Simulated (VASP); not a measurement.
# ZrSi2 (Cmcm) in VASP: a series of runs

One crystal, ZrSi2, is run at these levels: PBE, MS2; tasks: single point, atomic charges.

All numbers are computed with VASP 6.6.1; they aren't measurements. Logs are shortened: lines on timing, memory, paths and dates and some standing lists are left out, and cuts for length are marked.

### Step 1. The crystal as given

Symmetry: Cmcm, No. 63, orthorhombic system. Conventional cell: a = 3.706 Å, b = 14.735 Å, c = 3.672 Å, α = 90.00°, β = 90.00°, γ = 90.00°. Zr (site symmetry m2m) is surrounded by 10 Si at 2.72 to 2.97 Å. Si (site symmetry m2m) has 4 Si at 2.61 Å and 4 Zr at 2.81 to 2.83 Å as nearest neighbours. Around Si (site symmetry m2m) lie 2 Si at 2.40 Å and 4 Zr at 2.72 Å.

### Step 2. Single point, PBE

File INCAR:

```
ALGO     = Fast           # electronic algorithm
EDIFF    = 1E-6           # SCF threshold, eV
ENCUT    = 520            # plane-wave cutoff, eV
GGA      = PE             # functional
ISIF     = 2              # what is computed and relaxed
ISMEAR   = 0              # smearing method
LASPH    = T              # aspherical terms in the spheres
LCHARG   = F              # write CHGCAR
LREAL    = F              # projectors in reciprocal space
LWAVE    = F              # write WAVECAR
NELM     = 80             # most SCF steps
PREC     = Accurate       # precision mode
SIGMA    = 0.05           # smearing width, eV
```

File KPOINTS:

```
k-points
0
Gamma
  7 7 7
```

File POSCAR:

```
ZrSi2
7.597
    0.243912070554     -0.969790706858      0.000000000000
    0.243912070554      0.969790706858      0.000000000000
    0.000000000000      0.000000000000      0.483348690272
Zr Si
2 4
Direct
    0.1054000000      0.8946000000      0.2500000000
    0.8946000000      0.1054000000      0.7500000000
    0.7504000000      0.2496000000      0.2500000000
    0.2496000000      0.7504000000      0.7500000000
    0.4478000000      0.5522000000      0.2500000000
    0.5522000000      0.4478000000      0.7500000000
```

Potentials or basis: VASP PAW PBE potentials, release 54 (Zr_sv, Si).

Command:

```
$ cat potpaw_PBE.54/Zr_sv/POTCAR potpaw_PBE.54/Si/POTCAR > POTCAR
$ mpirun -np 1 vasp_std > vasp.out
```

OUTCAR:

```text
EDIFF = 1E-6
   ENCUT = 520
   GGA = PE
   ISIF = 2
   ISMEAR = 0
   LASPH = T
   LREAL = F
   NELM = 80
   PREC = Accurate

 ion  position               nearest neighbor table
   1  0.105  0.895  0.250-   6 2.72   6 2.72   6 2.72   6 2.72   4 2.81   4 2.81   3 2.83   3 2.83
                             5 2.97   5 2.97   2 3.61   2 3.61
   2  0.895  0.105  0.750-   5 2.72   5 2.72   5 2.72   5 2.72   3 2.81   3 2.81   4 2.83   4 2.83
                             6 2.97   6 2.97   1 3.61   1 3.61
   3  0.750  0.250  0.250-   4 2.61   4 2.61   4 2.61   4 2.61   2 2.81   2 2.81   1 2.83   1 2.83

   4  0.250  0.750  0.750-   3 2.61   3 2.61   3 2.61   3 2.61   1 2.81   1 2.81   2 2.83   2 2.83

   5  0.448  0.552  0.250-   6 2.40   6 2.40   2 2.72   2 2.72   2 2.72   2 2.72   1 2.97   1 2.97

   6  0.552  0.448  0.750-   5 2.40   5 2.40   1 2.72   1 2.72   1 2.72   1 2.72   2 2.97   2 2.97

  LATTYP: Found a base centered orthorhombic cell.
 ALAT       =     3.7060000000
 B/A-ratio  =     3.9759848894
 C/A-ratio  =     0.9908256881

  Lattice vectors:

 A1 = (   1.8530000000,  -7.3675000000,   0.0000000000)
 A2 = (   1.8530000000,   7.3675000000,   0.0000000000)
 A3 = (   0.0000000000,   0.0000000000,   3.6720000000)

Analysis of symmetry for initial positions (statically):
=====================================================================
 Subroutine PRICEL returns:
 Original cell was already a primitive cell.

 Routine SETGRP: Setting up the symmetry group for a
 base centered orthorhombic supercell.

 Subroutine GETGRP returns: Found  8 space group operations
 (whereof  4 operations were pure point group operations)
 out of a pool of  8 trial point group operations.

The static configuration has the point symmetry C_2h.
 The point group associated with its full space group is D_2h.

Analysis of symmetry for dynamics (positions and initial velocities):
=====================================================================
 Subroutine PRICEL returns:
 Original cell was already a primitive cell.

 Routine SETGRP: Setting up the symmetry group for a
 base centered orthorhombic supercell.

 Subroutine GETGRP returns: Found  8 space group operations
 (whereof  4 operations were pure point group operations)
 out of a pool of  8 trial point group operations.

The dynamic configuration has the point symmetry C_2h.
 The point group associated with its full space group is D_2h.

 Subroutine INISYM returns: Found  8 space group operations
 (whereof  4 operations are pure point group operations),
 and found     1 'primitive' translations

----------------------------------------------------------------------------------------

                                     Primitive cell

  volume of cell :     100.2601

  direct lattice vectors                    reciprocal lattice vectors
     1.853000000 -7.367500000  0.000000000     0.269832704 -0.067865626  0.000000000
     1.853000000  7.367500000  0.000000000     0.269832704  0.067865626  0.000000000
     0.000000000  0.000000000  3.672000000     0.000000000  0.000000000  0.272331155

  length of vectors
     7.596951050  7.596951050  3.672000000     0.278236287  0.278236287  0.272331155

  position of ions in fractional coordinates (direct lattice)
     0.105400000  0.894600000  0.250000000
     0.894600000  0.105400000  0.750000000
     0.750400000  0.249600000  0.250000000
     0.249600000  0.750400000  0.750000000
     0.447800000  0.552200000  0.250000000
     0.552200000  0.447800000  0.750000000

  ion indices of the primitive-cell ions
   primitive index   ion index
                 1           1
                 2           2
                 3           3
                 4           4
                 5           5
                 6           6

----------------------------------------------------------------------------------------

 KPOINTS: k-points

Automatic generation of k-mesh.
 Grid dimensions read from file:
 generate k-points for:    7    7    7

 Generating k-lattice:

  Cartesian coordinates                     Fractional coordinates (reciprocal lattice)
     0.038547529 -0.009695089  0.000000000     0.142857143  0.000000000  0.000000000
     0.038547529  0.009695089  0.000000000     0.000000000  0.142857143  0.000000000
     0.000000000  0.000000000  0.038904451     0.000000000  0.000000000  0.142857143

  Length of vectors
     0.039748041  0.039748041  0.038904451

  Shift w.r.t. Gamma in fractional coordinates (k-lattice)
     0.000000000  0.000000000  0.000000000

 Subroutine IBZKPT returns following result:
 ===========================================

 Found     64 irreducible k-points:

 Following reciprocal coordinates:
            Coordinates               Weight
  0.000000  0.000000  0.000000      1.000000
  0.142857 -0.000000  0.000000      4.000000
  0.285714 -0.000000  0.000000      4.000000
  0.428571 -0.000000  0.000000      4.000000
  0.142857  0.142857  0.000000      2.000000
  0.285714  0.142857  0.000000      4.000000
[... 16 lines left out ...]
  0.428571  0.142857  0.142857      8.000000
 -0.428571  0.142857  0.142857      8.000000
 [... further k-points ...]
   k-points           NKPTS =     64   k-points in BZ     NKDIM =     64   number of bands    NBANDS=     24
   number of dos      NEDOS =    301   number of ions     NIONS =      6
   total plane-waves  NPLWV = 100800
   dimension x,y,z NGX =    60 NGY =   60 NGZ =   28
   dimension x,y,z NGXF=   120 NGYF=  120 NGZF=   56
   ions per type =               2   4
   NGX,Y,Z   is equivalent  to a cutoff of  13.13, 13.13, 12.68 a.u.
   NGXF,Y,Z  is equivalent  to a cutoff of  26.26, 26.26, 25.35 a.u.
 SYSTEM =  unknown system
   PREC   = accura    normal or accurate (medium, high low for compatibility)
   ISTART =      0    job   : 0-new  1-cont  2-samecut
   ICHARG =      2    charge: 1-file 2-atom 10-const
   ISPIN  =      1    spin polarized calculation?
   LNONCOLLINEAR =      F non collinear calculations
   LSORBIT =      F    spin-orbit coupling
   LASPH  =      T    aspherical Exc in radial PAW
   ENCUT  =  520.0 eV  38.22 Ry    6.18 a.u.  14.13 14.13  6.83*2*pi/ulx,y,z
   NELM   =     80;   NELMIN=  2; NELMDL= -5     # of ELM steps
   EDIFF  = 0.1E-05   stopping-criterion for ELM
   LREAL  =      F    real-space projection
[... 7 lines left out ...]
   TEBEG  =    0.0;   TEEND  =   0.0 temperature during run
   PSTRESS=    0.0 pullay stress
   NELECT =      40.0000    total number of electrons
   NUPDOWN=      -1.0000    fix difference up-down
   EMIN   =  10.00;   EMAX   =-10.00  energy-range for DOS
   EFERMI =   0.00;   METHOD = LEGACY
   ISMEAR =     0;   SIGMA  =   0.05  broadening in eV -4-tet -1-fermi 0-gaus
   EFERMI_NEDOS =   21; number of points for ismear=-14 and -15
   IALGO  =     68    algorithm
   IMIX   =      4    mixing-type and parameters
     AMIX     =   0.40;   BMIX     =  1.00
     AMIX_MAG =   1.60;   BMIX_MAG =  1.00
  volume/ion in A,a.u.               =      16.71       112.76
  Fermi-wavevector in a.u.,A,eV,Ry     =   1.205180  2.277461 19.761917  1.452460
  Thomas-Fermi vector in A             =   2.340884
   LORBIT       =      0    0 simple, 1 ext, 2 COOP (PROOUT), +10 PAW based schemes
   GGA     = PE    functional components
   LHFCALC =     F    Hartree Fock is set to
   AEXX    =    0.0000 exact exchange contribution
   IVDW    =     0    specifies the selected vdW correction
   LEPSILON=     F    determine dielectric tensor
   LRPA    =     F    only Hartree local field effects (RPA)
 non-spin polarized calculation
 RMM-DIIS sequential band-by-band and
 Gauss-broadening in eV      SIGMA  =   0.05
  energy-cutoff  :      520.00
  volume of cell :      100.26
 maximum number of plane-waves:      2716
 NGX is ok and might be reduce to    60
   NGX = 29   NGY = 29   NGZ = 13

 number of electron      40.0000000 magnetization

 Free energy of the ion-electron system (eV)
  ---------------------------------------------------
  ext. energy  EPLUGINS =         0.00000000
  ---------------------------------------------------
  free energy    TOTEN  =       -42.71149592 eV

  energy without entropy =      -42.71056534  energy(sigma->0) =      -42.71103063

 E-fermi :   9.9920     XC(G=0): -11.2733

 val. band max:        9.9710229370   @ k =  -0.4286   0.4286   0.1429
 cond. band min:       9.9987459457   @ k =  -0.2857   0.2857   0.0000
 fundamental gap:      0.0277230088
 Fermi energy:         9.9919530291

 k-point     1 :       0.0000    0.0000    0.0000
  band No.  band energies     occupation
      1     -38.7361      2.00000
      2     -38.7236      2.00000
      3     -16.9708      2.00000
      4     -16.8308      2.00000
      5     -16.8084      2.00000
      6     -16.8047      2.00000
[... 16 lines left out ...]
     23      11.4515      0.00000
     24      11.6899      0.00000

 k-point     2 :       0.1429   -0.0000    0.0000
  band No.  band energies     occupation
      1     -38.7343      2.00000
      2     -38.7220      2.00000
      3     -16.9638      2.00000
      4     -16.8663      2.00000
      5     -16.8402      2.00000
      6     -16.8026      2.00000
[... 16 lines left out ...]
     23      11.5678      0.00000
     24      11.7416      0.00000

 k-point     3 :       0.2857   -0.0000    0.0000
  band No.  band energies     occupation
      1     -38.7304      2.00000
      2     -38.7183      2.00000
      3     -16.9523      2.00000
      4     -16.9404      2.00000
      5     -16.9106      2.00000
      6     -16.7979      2.00000
[... 16 lines left out ...]
     23      10.9551      0.00000
     24      11.7967      0.00000
[... 514 lines left out ...]
 k-point    23 :       0.4286    0.1429    0.1429
  band No.  band energies     occupation
      1     -38.7248      2.00000
      2     -38.7142      2.00000
      3     -17.0004      2.00000
      4     -16.9630      2.00000
      5     -16.9236      2.00000
      6     -16.8155      2.00000
[... 16 lines left out ...]
     23      11.6985      0.00000
     24      12.0457      0.00000

 k-point    24 :      -0.4286    0.1429    0.1429
  band No.  band energies     occupation
      1     -38.7279      2.00000
      2     -38.7172      2.00000
      3     -16.9454      2.00000
      4     -16.9287      2.00000
      5     -16.9071      2.00000
      6     -16.8224      2.00000
[... 16 lines left out ...]
     23      11.6677      0.00000
     24      12.1231      0.00000

 [... further k-points ...]
[... 5 lines left out ...]
  --------------------------------------------------------------------------------------
  -------------------------------------------------------------------------------------
  Total        0.0916050      0.9334554      0.6394430      0.0000000      0.0000000      0.0000000
  in kB        1.4638672     14.9168085     10.2184295      0.0000000      0.0000000      0.0000000
  external PRESSURE =       8.8663684 kB  Pullay stress =       0.0000000 kB

 VOLUME and BASIS-vectors are now :
 -----------------------------------------------------------------------------
  energy-cutoff  :      520.00
  volume of cell :      100.26
      direct lattice vectors                 reciprocal lattice vectors
     1.853000000 -7.367500000  0.000000000     0.269832704 -0.067865626  0.000000000
     1.853000000  7.367500000  0.000000000     0.269832704  0.067865626  0.000000000
     0.000000000  0.000000000  3.672000000     0.000000000  0.000000000  0.272331155

 POSITION                                       TOTAL-FORCE (eV/Angst)
 -----------------------------------------------------------------------------------
      1.85300      5.81443      0.91800         0.000000      0.001888      0.000000
      1.85300     -5.81443      2.75400         0.000000     -0.001888      0.000000
      1.85300     -3.68964      0.91800         0.000000      0.085786     -0.000000
      1.85300      3.68964      2.75400         0.000000     -0.085786     -0.000000
      1.85300      0.76917      0.91800         0.000000      0.166734     -0.000000
      1.85300     -0.76917      2.75400         0.000000     -0.166734     -0.000000
 -----------------------------------------------------------------------------------
    total drift:                                0.000000      0.000000     -0.000000

  FREE ENERGIE OF THE ION-ELECTRON SYSTEM (eV)
  ---------------------------------------------------
  free  energy   TOTEN  =       -42.7114959158 eV

  energy  without entropy=      -42.7105653384  energy(sigma->0) =      -42.71103063
```

It took 4.5 min on 1 thread of Intel Xeon Platinum 8488C (Sapphire Rapids), shared host; peak memory 0.37 GiB.

Results:

```
Free energy            : -42.7115 eV
Pressure               : 0.9 GPa
Largest force          : 0.167 eV/Å
Band gap on the k mesh : none (metal or under the smearing width)
```

Forces in eV/Å, atoms in the order of the input:
```
Zr   0.000  0.002  0.000
Zr   0.000 -0.002  0.000
Si   0.000  0.086  0.000
Si   0.000 -0.086  0.000
Si   0.000  0.167  0.000
Si   0.000 -0.167  0.000
```

Stress tensor (GPa, compression positive):
```
0.15 0.00 0.00
0.00 1.49 0.00
0.00 0.00 1.02
```

### Step 3. Single point, PBE

File run.py:

```python
from ase.calculators.vasp import Vasp
from ase.dft.bandgap import bandgap
from ase.io import read

atoms = read('ZrSi2.xyz')
calc = Vasp(
    directory='calc',
    xc='pbe',
    pp='PBE',
    setups='recommended',
    pp_version='54',
    prec='Accurate',
    encut=520,
    ediff=1e-06,
    ismear=0,
    sigma=0.05,
    lreal=False,
    lasph=True,
    nelm=80,
    algo='Fast',
    isif=2,
    lwave=False,
    lcharg=False,
    kpts=[7, 7, 7],
    gamma=True,
)
atoms.calc = calc

print('energy (eV):', atoms.get_potential_energy())
print('free energy (eV):', atoms.get_potential_energy(force_consistent=True))
print('forces (eV/A):')
print(atoms.get_forces())
print('stress (eV/A^3, Voigt):', atoms.get_stress())
print('Fermi level (eV):', calc.get_fermi_level())
gap, top, bottom = bandgap(calc)
print('band gap (eV):', gap, 'from (spin, k, band)', top, 'to', bottom)
```

File ZrSi2.xyz:

```xyz
6
Lattice="1.8530000000 -7.3675000000 0.0000000000 1.8530000000 7.3675000000 0.0000000000 0.0000000000 0.0000000000 3.6720000000" Properties=species:S:1:pos:R:3 pbc="T T T"
Zr     1.8530000000      5.8144310000      0.9180000000
Zr     1.8530000000     -5.8144310000      2.7540000000
Si     1.8530000000     -3.6896440000      0.9180000000
Si     1.8530000000      3.6896440000      2.7540000000
Si     1.8530000000      0.7691670000      0.9180000000
Si     1.8530000000     -0.7691670000      2.7540000000
```

Potentials or basis: VASP PAW PBE potentials, release 54 (Zr_sv, Si).

Command:

```
$ python run.py
```

It took 4.6 min on 1 thread of Intel Xeon Platinum 8488C (Sapphire Rapids), shared host; peak memory 0.38 GiB.

The run converged. Its results:

```yaml
Free_energy: -42.7115 eV
Pressure: 0.9 GPa
Largest_force: 0.167 eV/Å
Band_gap_on_the_k_mesh: none (metal or under the smearing width)
```

Forces in eV/Å, atoms in the order of the input:
```
Zr   0.000  0.002  0.000
Zr   0.000 -0.002  0.000
Si   0.000  0.086  0.000
Si   0.000 -0.086  0.000
Si   0.000  0.167  0.000
Si   0.000 -0.167  0.000
```

Stress tensor (GPa, compression positive):
```
0.15 0.00 0.00
0.00 1.49 0.00
0.00 0.00 1.02
```

Levels at points of the mesh, in eV from the Fermi level:
```
           k point  band 18  band 19  band 20  band 21  band 22  band 23
(0.00, 0.00, 0.00)    -2.32    -2.28    -0.04     1.17     1.45     1.46
```

(Continued in part 2 of 2.)
